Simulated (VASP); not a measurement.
# MnS (P6_3mc) in VASP: a series of runs, part 2 of 2

VASP 6.6.1. Earlier steps stand in the parts before.

## (3) Single point, PBEsol+U, collinear spin, antiferromagnetic start

Contents of INCAR:

```
SYSTEM = MnS
PREC     = Accurate       ! precision mode
ENCUT    = 520            ! plane-wave cutoff, eV
EDIFF    = 1E-6           ! SCF threshold, eV
ISMEAR   = 0              ! smearing method
SIGMA    = 0.05           ! smearing width, eV
LREAL    = .False.        ! projectors in reciprocal space
LASPH    = .True.         ! aspherical terms in the spheres
NELM     = 100            ! most SCF steps
ALGO     = Normal         ! electronic algorithm
ISIF     = 2              ! what is computed and relaxed
LWAVE    = .False.        ! write WAVECAR
LCHARG   = .False.        ! write CHGCAR
ISPIN    = 2              ! spin polarisation
MAGMOM   = 4 -4 0 0       ! initial moments
LORBIT   = 11             ! projections on sites
LMAXMIX  = 4              ! l up to which the mixer works
LDAU     = .True.         ! DFT+U
LDAUTYPE = 2            
LDAUL    = 2 -1           ! shell
LDAUU    = 4 0            ! U, eV
LDAUJ    = 0 0          
LDAUPRINT= 1            
GGA      = PS             ! functional
```

Contents of KPOINTS:

```
Automatic mesh
0
Gamma
  7 7 4
  0 0 0
```

Contents of POSCAR:

```
MnS
1.0
    3.9760016100      0.0000000000      0.0000000000
   -1.9880008000      3.4433184000      0.0000000000
    0.0000000000      0.0000000000      6.4320005000
Mn S
2 2
Direct
    0.3333333333      0.6666666667      0.0000000000
    0.6666666667      0.3333333333      0.5000000000
    0.3333333333      0.6666666667      0.3850000000
    0.6666666667      0.3333333333      0.8850000000
```

Potentials or basis: VASP PAW PBE potentials, release 64 (Mn_pv, S).

Launch:

```sh
> cat potpaw_PBE.64/Mn_pv/POTCAR potpaw_PBE.64/S/POTCAR > POTCAR
> mpirun -np 1 vasp_std > vasp.out
```

OUTCAR:

```text
SYSTEM = MnS
   PREC = Accurate
   ENCUT = 520
   EDIFF = 1E-6
   ISMEAR = 0
   LREAL = .False.
   LASPH = .True.
   NELM = 100
   ISIF = 2
   ISPIN = 2
   LORBIT = 11
   GGA = PS

 ion  position               nearest neighbor table
   1  0.333  0.667  0.000-   4 2.41   4 2.41   4 2.41   3 2.48
   2  0.667  0.333  0.500-   3 2.41   3 2.41   3 2.41   4 2.48
   3  0.333  0.667  0.385-   2 2.41   2 2.41   2 2.41   1 2.48
   4  0.667  0.333  0.885-   1 2.41   1 2.41   1 2.41   2 2.48

  LATTYP: Found a hexagonal cell.
 ALAT       =     3.9760016100
 C/A-ratio  =     1.6177057081

  Lattice vectors:

 A1 = (   3.9760016100,   0.0000000000,   0.0000000000)
 A2 = (  -1.9880008000,   3.4433184000,   0.0000000000)
 A3 = (   0.0000000000,   0.0000000000,   6.4320005000)

Analysis of symmetry for initial positions (statically):
=====================================================================
 Subroutine PRICEL returns:
 Original cell was already a primitive cell.

 Routine SETGRP: Setting up the symmetry group for a
 hexagonal supercell.

 Subroutine GETGRP returns: Found 12 space group operations
 (whereof  6 operations were pure point group operations)
 out of a pool of 24 trial point group operations.

The static configuration has the point symmetry C_3v.
 The point group associated with its full space group is C_6v.

Analysis of symmetry for dynamics (positions and initial velocities):
=====================================================================
 Subroutine PRICEL returns:
 Original cell was already a primitive cell.

 Routine SETGRP: Setting up the symmetry group for a
 hexagonal supercell.

 Subroutine GETGRP returns: Found 12 space group operations
 (whereof  6 operations were pure point group operations)
 out of a pool of 24 trial point group operations.

The dynamic configuration has the point symmetry C_3v.
 The point group associated with its full space group is C_6v.

Analysis of structural, dynamic, and magnetic symmetry:
=====================================================================
 Subroutine PRICEL returns:
 Original cell was already a primitive cell.

 Routine SETGRP: Setting up the symmetry group for a
 hexagonal supercell.

 Subroutine GETGRP returns: Found 12 space group operations
 (whereof  6 operations were pure point group operations)
 out of a pool of 24 trial point group operations.

The overall configuration has the point symmetry C_3v.
 The point group associated with its full space group is C_6v.

 Subroutine INISYM returns: Found 12 space group operations
 (whereof  6 operations are pure point group operations),
 and found     1 'primitive' translations

----------------------------------------------------------------------------------------

                                     Primitive cell

  volume of cell :      88.0582

[... 180 lines left out ...]

spin component  2

  0.9352  0.0000 -0.0000 -0.0023  0.0000
  0.0000  0.9322 -0.0000  0.0000 -0.0023
 -0.0000 -0.0000  0.9355  0.0000  0.0000
 -0.0023  0.0000  0.0000  0.9322 -0.0000
  0.0000 -0.0023  0.0000 -0.0000  0.9352

 occupancies and eigenvectors

  o =  0.0205  v =  0.3902 -0.5807  0.0000  0.6107 -0.3710  0.0000  0.0000  0.0000  0.0000  0.0000      0.0000  0.0000  0.0000  0.0000  0.0000  0.0000  0.0000  0.0000  0.0000  0.0000
  o =  0.0205  v =  0.3710  0.6107  0.0000  0.5807  0.3902  0.0000  0.0000  0.0000  0.0000  0.0000      0.0000  0.0000  0.0000  0.0000  0.0000  0.0000  0.0000  0.0000  0.0000  0.0000
  o =  0.0635  v =  0.6107  0.3710  0.0000 -0.3902 -0.5807  0.0000  0.0000  0.0000  0.0000  0.0000      0.0000  0.0000  0.0000  0.0000  0.0000  0.0000  0.0000  0.0000  0.0000  0.0000
  o =  0.0635  v =  0.5807 -0.3902  0.0000 -0.3710  0.6107  0.0000  0.0000  0.0000  0.0000  0.0000      0.0000  0.0000  0.0000  0.0000  0.0000  0.0000  0.0000  0.0000  0.0000  0.0000
  o =  0.0672  v = -0.0000 -0.0000  1.0000  0.0000  0.0000  0.0000  0.0000  0.0000  0.0000  0.0000      0.0000  0.0000  0.0000  0.0000  0.0000  0.0000  0.0000  0.0000  0.0000  0.0000
  o =  0.9309  v =  0.0000  0.0000  0.0000  0.0000  0.0000 -0.3450  0.6060 -0.0000 -0.6373  0.3280      0.0000  0.0000  0.0000  0.0000  0.0000  0.0000  0.0000  0.0000  0.0000  0.0000
  o =  0.9309  v =  0.0000  0.0000  0.0000  0.0000  0.0000 -0.3280 -0.6373 -0.0000 -0.6060 -0.3450      0.0000  0.0000  0.0000  0.0000  0.0000  0.0000  0.0000  0.0000  0.0000  0.0000
  o =  0.9355  v =  0.0000  0.0000  0.0000  0.0000  0.0000 -0.0000 -0.0000 -1.0000  0.0000  0.0000      0.0000  0.0000  0.0000  0.0000  0.0000  0.0000  0.0000  0.0000  0.0000  0.0000
  o =  0.9365  v =  0.0000  0.0000  0.0000  0.0000  0.0000  0.6373  0.3280 -0.0000 -0.3450 -0.6060      0.0000  0.0000  0.0000  0.0000  0.0000  0.0000  0.0000  0.0000  0.0000  0.0000
  o =  0.9365  v =  0.0000  0.0000  0.0000  0.0000  0.0000 -0.6060  0.3450  0.0000  0.3280 -0.6373      0.0000  0.0000  0.0000  0.0000  0.0000  0.0000  0.0000  0.0000  0.0000  0.0000

 number of electron      37.9999996 magnetization       0.0000000

 Free energy of the ion-electron system (eV)
  ---------------------------------------------------
  ext. energy  EPLUGINS =         0.00000000
  ---------------------------------------------------
  free energy    TOTEN  =       -27.28432939 eV

  energy without entropy =      -27.28432939  energy(sigma->0) =      -27.28432939

 E-fermi :   3.8737     XC(G=0):  -9.4748

 val. band max:        3.5938107844   @ k =   0.0000   0.0000   0.0000
 cond. band min:       5.7478211963   @ k =   0.0000   0.0000   0.0000
 fundamental gap:      2.1540104119
 Fermi energy:         3.8736836364

 spin component 1

 k-point     1 :       0.0000    0.0000    0.0000
  band No.  band energies     occupation
      1     -46.2912      1.00000
      2     -46.2886      1.00000
      3     -46.2886      1.00000
      4     -41.5452      1.00000
      5     -41.5365      1.00000
      6     -41.5365      1.00000
[... 613 lines left out ...]
     22       7.0730      0.00000
     23       7.1577      0.00000
 Fermi energy:         3.8736836364

 spin component 2

 k-point     1 :       0.0000    0.0000    0.0000
  band No.  band energies     occupation
      1     -46.2912      1.00000
      2     -46.2886      1.00000
      3     -46.2886      1.00000
      4     -41.5452      1.00000
      5     -41.5365      1.00000
      6     -41.5365      1.00000
[... 613 lines left out ...]
     22       7.0730      0.00000
     23       7.1577      0.00000

------------------------ aborting loop because EDIFF is reached ----------------------------------------

  FORCE on cell =-STRESS in cart. coord.  units (eV):
  Direction    XX          YY          ZZ          XY          YZ          ZX
  --------------------------------------------------------------------------------------
  -------------------------------------------------------------------------------------
  Total        1.2961955      1.2961955     -0.7429570      0.0000000     -0.0000000      0.0000000
  in kB       23.5836648     23.5836648    -13.5177506      0.0000000     -0.0000000      0.0000000
  external PRESSURE =      11.2165263 kB  Pullay stress =       0.0000000 kB

 VOLUME and BASIS-vectors are now :
 -----------------------------------------------------------------------------
  energy-cutoff  :      520.00
  volume of cell :       88.06
      direct lattice vectors                 reciprocal lattice vectors
     3.976001610  0.000000000  0.000000000     0.251508952  0.145208761  0.000000000
    -1.988000800  3.443318400  0.000000000     0.000000000  0.290417523  0.000000000
     0.000000000  0.000000000  6.432000500     0.000000000  0.000000000  0.155472625

 POSITION                                       TOTAL-FORCE (eV/Angst)
 -----------------------------------------------------------------------------------
      0.00000      2.29555      0.00000         0.000000     -0.000000      0.341265
      1.98800      1.14777      3.21600        -0.000000      0.000000      0.341265
      0.00000      2.29555      2.47632        -0.000000      0.000000     -0.341265
      1.98800      1.14777      5.69232         0.000000      0.000000     -0.341265
 -----------------------------------------------------------------------------------
    total drift:                               -0.000001     -0.000000      0.000201

  FREE ENERGIE OF THE ION-ELECTRON SYSTEM (eV)
  ---------------------------------------------------
  free  energy   TOTEN  =       -27.2843293883 eV

  energy  without entropy=      -27.2843293883  energy(sigma->0) =      -27.28432939

 total charge

# of ion       s       p       d       tot
------------------------------------------
    1        0.266   6.216   4.887  11.370
    2        0.266   6.216   4.887  11.370
    3        1.306   2.460   0.000   3.766
    4        1.306   2.460   0.000   3.766
--------------------------------------------------
tot          3.145  17.352   9.774  30.271

 magnetization (x)

# of ion       s       p       d       tot
------------------------------------------
    1        0.037   0.050   4.425   4.513
    2       -0.037  -0.050  -4.425  -4.513
    3       -0.001  -0.004   0.000  -0.005
    4        0.001   0.004   0.000   0.005
--------------------------------------------------
tot          0.000   0.000   0.000   0.000
```

Wall time 1.7 min (1 thread of Intel Xeon 6975P-C (Granite Rapids), shared host); peak memory 0.27 GiB.

What came out:

- Free energy: -27.2843 eV
- Pressure: 1.1 GPa
- Largest force: 0.341 eV/Å
- Band gap on the k mesh: 2.15 eV, direct
- Net moment: 0.00 μB per cell
- Site moments: Mn +4.51, -4.51; S -0.01, +0.01 μB
- Valence electrons inside the program's atomic spheres: Mn 11.37; S 3.77

Forces in eV/Å, atoms in the order of the input:
```
Mn   0.000  0.000  0.341
Mn   0.000  0.000  0.341
S    0.000  0.000 -0.341
S    0.000  0.000 -0.341
```

Levels at points of the mesh, in eV from the valence-band top:
Spin up:
```
           k point  band 16  band 17  band 18  band 19  band 20  band 21  band 22  band 23
(0.00, 0.00, 0.00)    -2.10    -0.70     0.00     0.00     2.15     3.31     3.31     3.56
(0.00, 0.00, 0.50)    -2.05    -1.52    -0.02    -0.02     3.40     3.40     3.43     3.87
```
Spin down:
```
           k point  band 15  band 16  band 17  band 18  band 19  band 20  band 21  band 22  band 23
(0.00, 0.00, 0.00)    -2.10    -2.10    -0.70     0.00     0.00     2.15     3.31     3.31     3.56
(0.00, 0.00, 0.50)    -2.05    -2.05    -1.52    -0.02    -0.02     3.40     3.40     3.43     3.87
```

Eigenvalues of the final occupation matrices:
| site | spin | trace | eigenvalues |
| --- | --- | --- | --- |
| site 1 d | 1 | 4.67 | 0.93 0.93 0.94 0.94 0.94 |
| site 1 d | 2 | 0.23 | 0.02 0.02 0.06 0.06 0.07 |
| site 2 d | 1 | 0.23 | 0.02 0.02 0.06 0.06 0.07 |
| site 2 d | 2 | 4.67 | 0.93 0.93 0.94 0.94 0.94 |

Caveat: the PAW data sets were made with another functional, which shifts forces and pressure a little; an odd mesh through Γ misses points on the zone boundary, where band edges often lie. The state reached can hang on the start; a lower one may exist.
